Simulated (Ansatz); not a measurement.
The system is NbP.

```xyz
4
Lattice="-1.6749 1.6749 5.7401 1.6749 -1.6749 5.7401 1.6749 1.6749 -5.7401" Properties=species:S:1:pos:R:3 pbc="T T T"
Nb    1.6749    0.0000    2.8687
Nb    0.0000    0.0000    5.7387
P     0.0000    1.6749    3.8200
P     0.0000    0.0000    0.9500
```

The cell is a database's computed one.

Base run:

```yaml
Program: Ansatz 0.2.0
Functional: LDA
Potentials_or_basis: Ansatz PAW
Cutoff: "420 eV (not typed: the program's choice for these potentials)"
k_mesh: 8 × 8 × 8
Occupations: fermi-dirac, width 0.05 eV
Spin: spin-orbit coupling, no magnetisation
```

Its results: band gap on the k mesh none (metal or under the smearing width); pressure -9.3 GPa; largest force 0.017 eV/Å.

The run is repeated on the same cell with these changes: functional from LDA to PBE. What comes out?

Band gap on the k mesh none (metal or under the smearing width); pressure -1.0 GPa; largest force 0.018 eV/Å.

PBE binds less tightly than LDA, so the same cell stands under more pressure.

Caveats: the PAW data sets come from PBE, with cores solved anew for the run's functional, which leaves a small shift of forces and pressure (some runs).
